**Why does one functional out of five give PtS₂ a clearly wider gap?**

I ran the same PtS₂ crystal through five density functionals, with every atom at the same place each time. PBE, PW91, AM05 and BLYP are GGAs: they see the electron density and its gradient. MS2 is a meta-GGA and also sees the kinetic-energy density of the orbitals. "Gap on mesh" is the distance from the highest filled to the lowest empty level at any of the computed k-points; the direct gap takes both levels at the same k-point.

VASP 6.6.1, plane-wave Kohn–Sham DFT with the recommended PAW PBE potentials for every functional: bulk PtS₂ (space group P-3m1, 3 atoms per cell) in one given geometry. All rows use a 520 eV cutoff, a 9 × 9 × 5 k mesh and a smearing width of 0.05 eV, without spin polarisation, spin–orbit coupling or a dispersion correction.

| functional | gap on mesh (eV) | direct gap on mesh (eV) |
| --- | --- | --- |
| PBE | 1.031 | 1.075 |
| BLYP | 1.049 | 1.124 |
| AM05 | 0.998 | 1.033 |
| MS2 | 1.293 | 1.350 |
| PW91 | 1.028 | 1.077 |

The GGAs nearly agree, and MS2 stands apart. My suspicion is the pressure. The calculation reports how hard the crystal pushes against its fixed cell, and among the GGAs a higher pressure mostly goes with a wider gap. Does MS2 simply want a different volume? Or has the top of the valence band moved to another k-point, so that I am comparing different transitions?

**Answer**

Your pressure idea can be tested, because it predicts a number for MS2. I put a straight line through the gaps of the four GGAs against their pressures and left MS2 out, since it is the case to be predicted. The line starts at 0.983 eV and rises by 0.0036 eV per GPa. At the MS2 pressure of 7.2 GPa it gives 0.983 + 0.0036 × 7.2 = 1.009 eV.

The calculation gives 1.293 eV, so the line falls short by 0.28 eV, more than five times the whole spread of the GGAs. It isn't being stretched beyond its range either, because the MS2 pressure lies between those of AM05 and PBE. If preferred volume were what mattered, MS2 would sit among the GGAs.

The idea is tempting because pressure usually does change a gap: it pushes atoms together, and their orbitals overlap more. Here no atom moves from row to row. The pressure is only a reading of how each functional's energy would respond if the cell were allowed to change, and the electrons don't feel it as a squeeze. It may follow the gap among the GGAs because both depend on how a functional treats density gradients, but that is a guess from four points. PBE and PW91 are effectively tied, and potentials made for PBE were used throughout, so I wouldn't explain the fine order of the GGAs.

Your second idea is right about the fact but not about its effect. The valence top does sit at different k-points in BLYP and MS2. If MS2 is read at the two k-points that define the BLYP gap, its gap is 1.300 eV instead of 1.293 eV. The move therefore narrows the MS2 gap very slightly, and it can't be what widens it.

The levels at other k-points show what happens instead. At each of twenty mesh points where I could compare BLYP with MS2, the distance from the highest filled to the lowest empty band is larger in MS2. The increase runs from 0.17 to 0.35 eV. So the highest filled and the lowest empty band move apart over a wide region, by an amount that depends on the states involved. Not every empty band joins in: at the zone centre, the third empty level lies 0.09 eV closer to the highest filled one in MS2 than in BLYP.

That leaves the extra ingredient of MS2, and here theory has to carry the argument. In a GGA, exchange and correlation act on the electrons through one potential, a function of position that is the same for every orbital. Filled and empty orbitals may sample different parts of it, but it can't treat two orbitals differently at the same point because one of them is steeper. The exact theory has a further contribution to the gap, the derivative discontinuity: the potential jumps by a constant when an electron is added across the gap. The level distance in a GGA calculation lacks this jump, which is a main reason why GGA gaps are usually too small.

In a meta-GGA the energy also depends on the kinetic-energy density τ, which is large where orbitals change steeply in space. Let s be the amount by which the exchange–correlation energy rises when τ rises at a given point. Each orbital then gains an energy equal to its own kinetic-energy density, weighted with s and summed over the crystal. Two orbitals with the same density but different steepness are no longer treated alike.

Two limiting cases show what this does to a gap. If s were zero everywhere, the functional would be a GGA again, and its gap would probably lie near those of the other four. If s were the same positive number everywhere, each orbital would pay a fixed fraction of its kinetic energy, and the steeper orbital would be pushed up more. For a small s, and with the rest of the potential unchanged, the gap would then widen whenever the empty orbital is the steeper one. In MS2, s varies from place to place, but its exchange part is built so that s is not negative. It falls to zero where one orbital makes up the whole density and where the electrons resemble a uniform gas, and it is largest in between. What counts is therefore how steep an orbital is in those regions, not its total kinetic energy.

The bonding in PtS₂ makes it plausible that the empty states are the steeper ones, though the levels alone don't show it. In the usual ligand-field picture, platinum has six d electrons in an octahedron of sulfur, and they fill the three d orbitals that point between the neighbours. In the crystal these mix with filled sulfur p states to form the upper valence bands. The lowest empty bands come from the two d orbitals that point at sulfur, in antibonding combination with sulfur p orbitals. An antibonding orbital changes sign between the atoms and has to vary quickly there. The very top of the valence band probably lies outside this picture. At the zone centre it is a single level, and in BLYP it falls by 0.33 eV at the next mesh point along the stacking axis. That is what one expects of sulfur p orbitals that point out of the layer and are antibonding between neighbouring layers. Such a state changes sign between sulfur atoms that are much further apart than platinum and sulfur in a bond, so it can vary more gently. I have no orbital projections to confirm this. If the empty orbital is indeed the steeper one where s is large, an electron lifted into it pays more of the new energy than it paid in the valence band, and part of the missing jump appears as a larger distance between levels.

The numbers fit this account but do not prove it. I have no kinetic energies for the separate orbitals, so I can't calculate the widening from s. MS2 also treats the density and its gradient in its own way, and a single meta-GGA can't separate that from the effect of τ. The deciding test would keep the MS2 energy but force one common potential on all orbitals. If the gap then fell back towards the GGAs, the orbital-dependent term would be the cause.

For practical use, expect little change in this crystal when you swap one of these GGAs for another, and about a quarter of an electronvolt when you go from PBE to MS2. That is a difference between methods, not evidence that MS2 is closer to experiment. Spin–orbit coupling, which can shift and split bands of a heavy element such as platinum, is missing from every row. The use of potentials made for PBE may also affect the size of the MS2 widening. The mesh also skips some zone-boundary points where a band edge might lie, so the true gaps of these functionals could be smaller. The given geometry is also far from the minimum of any of the five functionals: besides the pressure, each sulfur atom feels a force of about 0.8 to 1.9 eV/Å along the stacking axis. If each functional relaxed the crystal to its own preferred shape, the gaps and the differences between them could change. The printed analysis below gives the pressures, the line through the GGAs and the comparison of levels.

The analysis program printed:

```
Gaps and pressure in the fixed cell:
   row  indirect gap eV  direct gap eV  direct less indirect eV  pressure GPa
   PBE            1.031          1.075                    0.044         11.08
  BLYP            1.049          1.124                    0.075         19.37
  AM05            0.998          1.033                    0.035         5.794
   MS2            1.293           1.35                    0.057         7.221
  PW91            1.028          1.077                    0.049         12.04
Spread of the indirect gap among the four GGAs, eV: 0.051
Spread of the direct gap among the four GGAs, eV: 0.091
Mean indirect gap of the four GGAs, eV: 1.026
MS2 less PBE, indirect gap, eV: 0.262
MS2 above PBE, indirect gap, percent: 25.41
MS2 less PBE, direct gap, eV: 0.275
MS2 less BLYP, indirect gap, eV: 0.244
fit of g on 4 rows (gga): constant 0.9829 +/- 0.01, coefficient of P 0.003614 +/- 0.00079; rms 0.00541, worst PBE -0.0081, leave-one-out rms 0.015
  rows outside the fit (model, value, miss): MS2 1.009, 1.293, -0.284
fit of d on 4 rows (gga): constant 0.9972 +/- 0.0051, coefficient of P 0.00663 +/- 0.00039; rms 0.00267, worst PBE -0.00435, leave-one-out rms 0.00676
  rows outside the fit (model, value, miss): MS2 1.045, 1.35, -0.305
Indirect gap of MS2 predicted by the pressure line, eV: 1.009
Computed MS2 indirect gap less that prediction, eV: 0.284
MS2 gap between the two k-points of the BLYP band edges, eV: 1.3
Opening from BLYP to MS2 for that same pair of points, eV: 0.2506
Change of the MS2 gap by the switch of the valence top, eV: -0.0066
Smallest vertical opening from BLYP to MS2 at the 20 points, eV: 0.1733
Largest vertical opening from BLYP to MS2 at the 20 points, eV: 0.3548
Plain mean of the vertical opening at the 20 points, eV: 0.2628
```
